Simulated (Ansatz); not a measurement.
The system is LiH.

```
Li H
1.0
     0.00000    2.03675    2.03675
     2.03675    0.00000    2.03675
     2.03675    2.03675    0.00000
Li H
1 1
Cartesian
  0.0000 0.0000 0.0000
  2.0368 2.0368 2.0368
```

Base run:

* Program: Ansatz 0.2.0
* Functional: RPBE
* Potentials or basis: all-electron LAPW, scalar-relativistic
* Cutoff: 176 eV (chosen from the basis error)
* Basis error allowed: 0.001 eV/atom
* k mesh: 11 × 11 × 11
* Occupations: gaussian, width 0.05 eV
* Spin: no spin polarisation

Its results: band gap on the k mesh 3.37 eV, direct; pressure -0.1 GPa.

The run is repeated on the same cell with these changes: functional from RPBE to BLYP; occupations from gaussian, width 0.05 eV to gaussian, width 0.01 eV. What comes out?

Band gap on the k mesh 3.64 eV, direct; pressure -1.1 GPa.

Caveats: an odd mesh through Γ misses points on the zone boundary, where band edges often lie (some runs); the mesh misses the band edges, which the band path finds closer together (some runs).
